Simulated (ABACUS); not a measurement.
The system is Al.

```
Al
1.0
     0.00000    2.02481    2.02481
     2.02481    0.00000    2.02481
     2.02481    2.02481    0.00000
Al
1
Direct
  0.00000 0.00000 0.00000
```

| Property | Result |
| --- | --- |
| Program | ABACUS 3.10.1 |
| Task | relaxation of cell and atoms |
| Functional | HLE16 |
| Potentials or basis | PseudoDojo NC SR 0.5 PBE stringent |
| Cutoff | 558 eV |
| Density cutoff | 2231 eV |
| Basis | plane waves |
| k mesh | 9 × 9 × 9 |
| Occupations | fermi-dirac, width 0.05 eV |
| Spin | no spin polarisation |

At the start: pressure -24.7 GPa; volume 16.60 Å³/atom.

Where does the relaxation end?

Over 52 steps the energy falls by 387.3 meV/atom and the volume is 12.70 Å³/atom (-23.5 %); space group Fm-3m (No. 225, to 0.05 Å).

Step by step:
```csv
step,energy change (eV),largest force (eV/Å),pressure (GPa),volume (Å³)
1,0.0000,0.0000,-24.75,16.60
3,-0.3872,0.0000,-0.41,12.73
5,-0.3873,0.0000,-0.06,12.70
7,-0.3873,0.0000,-0.07,12.70
9,-0.3873,0.0000,-0.07,12.70
11,-0.3873,0.0000,-0.07,12.70
13,-0.3873,0.0000,-0.06,12.70
15,-0.3873,0.0000,-0.07,12.70
17,-0.3873,0.0000,-0.07,12.70
19,-0.3873,0.0000,-0.07,12.70
21,-0.3873,0.0000,-0.07,12.70
23,-0.3873,0.0000,-0.06,12.70
25,-0.3873,0.0000,-0.07,12.70
27,-0.3873,0.0000,-0.06,12.70
29,-0.3873,0.0000,-0.06,12.70
31,-0.3873,0.0000,-0.07,12.70
33,-0.3873,0.0000,-0.06,12.70
35,-0.3873,0.0000,-0.07,12.70
37,-0.3873,0.0000,-0.06,12.70
39,-0.3873,0.0000,-0.06,12.70
41,-0.3873,0.0000,-0.06,12.70
43,-0.3873,0.0000,-0.06,12.70
45,-0.3873,0.0000,-0.06,12.70
47,-0.3873,0.0000,-0.06,12.70
49,-0.3873,0.0000,-0.06,12.70
51,-0.3873,0.0000,-0.05,12.70
52,-0.3873,0.0000,-0.05,12.70
```

Final structure:
```yaml
crystal:
  lattice:
    - [0.00000, 1.85194, 1.85194]
    - [1.85194, 0.00000, 1.85194]
    - [1.85194, 1.85194, 0.00000]
  atoms:
    - { symbol: Al, position: [0.00000, 0.00000, 0.00000] }
```

Caveat: the volume moved by over 15 % at a fixed basis, so the end points are rough; the potentials were made for a functional far from this one; the potentials were made for another functional, which shifts forces and pressure; the volume moved by -23 % from the deposited cell, more than functionals usually miss.
